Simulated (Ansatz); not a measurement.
Runs of Ansatz 0.2.0 on AlN. Symmetry: Fm-3m, No. 225, cubic system. The conventional cell has a = 4.069 Å, b = 4.069 Å, c = 4.069 Å, α = 90.00°, β = 90.00°, γ = 90.00°. Al (site symmetry m-3m) is surrounded by 6 N at 2.03 Å. N (site symmetry m-3m) is surrounded by 6 Al at 2.03 Å. Measurements of this composition are mostly on another form, of space group No. 186.

```csv
task,level,cell,smearing,points for each segment of the path,gap on the mesh (eV),pressure (GPa),relaxed volume (Å³/atom)
band structure,PBEsol,as given,fermi-dirac 0.05 eV,14,4.51,-4.5,-
single point,PBE,as given,gaussian 0.011 eV,-,4.58,0.3,-
relaxation of cell and atoms,PBE,relaxed,fermi-dirac 0.05 eV,-,4.57,0.0,(a)
relaxation of cell and atoms,LDA,relaxed,fermi-dirac 0.05 eV,-,4.84,0.0,(b)
band structure,PBE,as given,fermi-dirac 0.05 eV,14,4.58,0.3,-
band structure,LDA,as given,fermi-dirac 0.05 eV,14,4.42,(c),-
```

Alike in all rows: potentials or basis Ansatz PAW; no spin polarisation; k mesh 11 × 11 × 11; cutoff (eV) 420.

Problem. Fill in the values left out.

Solution. (a) 8.43; (b) 8.07; (c) -11.0.

Caveats: the k mesh misses the band edges, so the gap on the mesh is wider than the one along the path (some runs); the PAW data sets come from PBE, with cores solved anew for the run's functional, which leaves a small shift of forces and pressure (some runs); odd divisions of the mesh miss points on the zone boundary, where band edges often lie, so the gap on the mesh can be too wide (some runs); the plane-wave basis is chosen anew once the cell has moved, so the energies of steps on either side of that aren't comparable (some runs).
